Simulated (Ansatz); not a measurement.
## ZrN in Ansatz, settings compared

Input:

```yaml
crystal:
  lattice:
    - [0.0, 2.27909383, 2.27909383]
    - [2.27909383, 0.0, 2.27909383]
    - [2.27909383, 2.27909383, 0.0]
  atoms:
    - { symbol: "N", position: [0.0, 0.0, 0.0] }
    - { symbol: Zr, position: [0.5, 0.5, 0.5] }
  symmetry: { tolerance: 0.0003 }
kpoints:
  mp_grid: { grid: [7, 7, 7], shift: [0, 0, 0] }
magnetization:
  spin_polarized: false
scf:
  occupations: { method: gaussian, width: 0.0236 }
hamiltonian:
  pseudopotentials: { kind: paw }
  xc: mr2scan
basis:
  ecutwfc: 500
output:
  forces: true
  stress: true
  eigenvalues: true
  write_density: true
  write_potential: true
  elf: true
  volumetric_format: npy
relax:
  max_steps: 40
  cell: {}
```

Run with:

```bash
ansatz run input.yaml --threads 1 --pin off --max-ram 2560MiB --backend cpu --events-out ev --progress --plain --runs-dir out
```

Origin of the cell: a database entry, scaled a little.

Output of this run (shortened):

```
SCF iter   1: F=—  HF=-4583.620534 eV  Δρ=1.14e-2  dr2=3.57e-2  dr2_τ=1.20e-1
SCF iter   2: F=—  HF=-4583.697598 eV  Δρ=7.72e-3  dr2=7.18e-3  dr2_τ=2.78e-3  defer=8
SCF iter   3: F=—  HF=-4583.696803 eV  Δρ=3.43e-3  dr2=1.59e-3  dr2_τ=1.49e-4  defer=8
SCF iter   4: F=—  HF=-4583.697057 eV  Δρ=1.26e-3  dr2=2.64e-4  dr2_τ=4.18e-5  defer=8
SCF iter   5: F=—  HF=-4583.697011 eV  Δρ=5.45e-4  dr2=7.56e-5  dr2_τ=2.45e-6  defer=8
SCF iter   6: F=—  HF=-4583.696993 eV  Δρ=2.98e-5  dr2=7.19e-8  dr2_τ=4.51e-8
SCF iter   7: F=-4583.696993 eV  HF=-4583.696993 eV  Δρ=8.96e-6  dr2=2.11e-8  dr2_τ=1.12e-9
relax step   1: F+E_penalty+E_count = -4583.696993 eV  Δ(F+E_penalty+E_count) = +0.000e0 eV  max|allowed force component| = 0.0 eV/Å  Δτ_max = 0.0000 Å  P = +5.208 GPa  Ω = 23.676 Å³  (7 SCF […]
relax step   2: F+E_penalty+E_count = -4583.700985 eV  Δ(F+E_penalty+E_count) = -3.992e-3 eV  max|allowed force component| = 0.0 eV/Å  Δτ_max = 0.0000 Å  P = -3.052 GPa  Ω = 24.423 Å³  energy […]
relax step   3: F+E_penalty+E_count = -4583.703962 eV  Δ(F+E_penalty+E_count) = -2.977e-3 eV  max|allowed force component| = 0.0 eV/Å  Δτ_max = 0.0000 Å  P = -0.095 GPa  Ω = 24.141 Å³  energy […]
relax step   4: F+E_penalty+E_count = -4583.703971 eV  Δ(F+E_penalty+E_count) = -8.750e-6 eV  max|allowed force component| = 0.0 eV/Å  Δτ_max = 0.0000 Å  P = +0.001 GPa  Ω = 24.133 Å³  energy […]
relax step   5: F+E_penalty+E_count = -4583.704268 eV  Δ(F+E_penalty+E_count) = -2.972e-4 eV  max|allowed force component| = 0.0 eV/Å  Δτ_max = 0.0000 Å  P = +0.001 GPa  Ω = 24.133 Å³  stress off target by 1.13e-3 GPa […]
SCF 5 converged in 5 iterations: F = -4583.704268 eV  dr2 = 4.13e-12
basis re-selected at this cell: Δ(F+E_penalty+E_count) = -2.972e-4 eV, ΔP = -0.000 GPa vs the last step (what re-selecting the basis moved, of the pressure what is left beyond the Pulay corre […]
SCF converged after 5 iterations
Free energy (F): -4583.704268 eV
Harris-Foulkes:  -4583.704268 eV  (|F-HF|=9.09e-13)
Internal energy: -4583.703696 eV  (E = F + TS)
E sigma→0 (E₀):  -4583.703982 eV
Entropy (-TS):   -0.000573 eV (-0.286 meV/atom)
Fermi energy:    18.042526 eV
--- Per-component energies (eV) ---
  E_band       = -38.453741
  E_kinetic    = 467.578562
  E_local      = -622.908851  (includes V_loc(G=0)·N_el)
  E_nonlocal   = 122.305276
  E_hartree    = 187.755181
  E_xc         = -217.904168
  E_vxc        = -298.895573  (∫ρ·V_xc dr)
  E_paw        = -3098.960626  (= ΣΔE_a)
  E_vpaw       = -99.255670  (= ΣTr[D̂ρ^β])
  E_aug_tail   = 0.000025  (compensation charges beyond the density's cutoff)
  E_vtau       = 17.212120  (kinetic-family band-sum trace: ∫τ·v_τ [+ j·A + Jᵃ·Aᵃ] dr)
  E_ewald      = -1421.374789
  E_core_change = -0.194306  (= ΣΔE_core)
  E_smearing   = -0.000573  (= −TS)
  Σ components = -4583.704268   (vs F -4583.704268, Δ=0.00e0)
--- Forces (eV/Å), atoms counted from 1 ---
  atom   1  N     -0.000000     0.000000    -0.000000
  atom   2  Zr     0.000000    -0.000000     0.000000
  max |Σ_I F_I| component: 0.0 eV/Å
--- Stress (GPa, compression-positive) ---
        0.001128      -0.000000      -0.000000
       -0.000000       0.001128      -0.000000
       -0.000000      -0.000000       0.001128
  P = ⅓ Tr σ = 0.0011 GPa (0.011 kbar)
--- Relaxed structure (4 steps of the walk, 4 accepted, 1 SCFs on fresh bases) ---
  F+E_penalty+E_count = -4583.704268 eV   max|allowed force component| = 0.0 eV/Å   (the final SCF, on the basis selected at the relaxed cell)
  cell:  # Å, volume = 24.1325 Å³
    - [0.0, 2.293635, 2.293635]
    - [2.293635, 0.0, 2.293635]
    - [2.293635, 2.293635, 0.0]
  atoms:
    - { symbol: N, position: [0.0, 0.0, 0.0] }
    - { symbol: Zr, position: [0.5, 0.5, 0.5] }
```

The same input was run again with these changes:

1. `scf.initial_density.chi_scale` default → 0.3
2. `basis.xc_grid` default → 3
3. `scf.mixing.algorithm` default → broyden; `scf.mixing.beta` default → 0.05; `scf.mixing.ndim` default → 8; `hamiltonian.xc` mr2scan → pbe
4. `scf.mixing.preconditioner` default → local_kerker

```csv
run,end,SCF iterations,volume (Å³/atom),max force component (eV/Å),moment (μB),ΔE(σ→0) (meV/atom)
base,converged,28,12.07,0.000,–,0
1,converged,29,12.07,0.000,–,0.00
2,converged,28,12.07,0.000,–,-0.02
3,converged,31,12.13,0.000,–,–
4,converged,29,12.07,0.000,–,0.00
```

Energies are compared only where functional, datasets, charge and starting cell are the same.

Caveats of the base run: no moments, though an odd count or open d shells may carry them; the k mesh is coarse if the cell is a metal; the relaxation held the start's symmetry, so the end may be a saddle point.

The base run ran for 12 s on 1 thread of Arm Neoverse N1, with other jobs on the host, peak memory 0.41 GiB, from the program's own first density.
